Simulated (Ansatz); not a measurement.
Al2Cu:

```
Cu Al
1.0
    -2.03034    2.03034    2.85109
     2.03034   -2.03034    2.85109
     2.03034    2.03034   -2.85109
Cu Al
1 2
Direct
  0.50000 0.50000 0.00000
  0.25000 0.75000 0.50000
  0.75000 0.25000 0.50000
```

The cell comes from a database or a generator and needn't be the stable form of this composition.

- Program: Ansatz 0.2.0
- Task: single point
- Functional: PBEsol
- Potentials or basis: Ansatz PAW
- Cutoff: 420 eV (not typed: the program's choice for these potentials)
- k mesh: 9 × 9 × 9
- Occupations: fermi-dirac, width 0.05 eV
- Spin: no spin polarisation

On this cell: pressure -0.1 GPa; largest force under 0.003 eV/Å; band gap on the k mesh none (metal or under the smearing width).

The same run follows on a disturbed copy (atoms moved at random, drawn with an rms of 0.05 Å):

```
Cu Al
1.0
    -2.03034    2.03034    2.85109
     2.03034   -2.03034    2.85109
     2.03034    2.03034   -2.85109
Cu Al
1 2
Direct
  0.50419 0.49473 0.00226
  0.24558 0.74512 0.50113
  0.74798 0.24973 0.50093
```

What changes?

The energy (extrapolated to zero smearing) moves by +1.4 meV/atom; pressure 0.0 GPa; largest force 0.230 eV/Å; band gap on the k mesh none (metal or under the smearing width).

Forces on the atoms (eV/Å):
```
Cu   0.129 -0.175 -0.073
Al  -0.049  0.074  0.114
Al  -0.080  0.102 -0.041
```

Stress tensor (GPa, compression positive):
```
-0.52  0.02 -0.10
 0.02  0.28 -0.09
-0.10 -0.09  0.10
```

Caveats: the PAW data sets come from PBE, with cores solved anew for the run's functional, which leaves a small shift of forces and pressure.
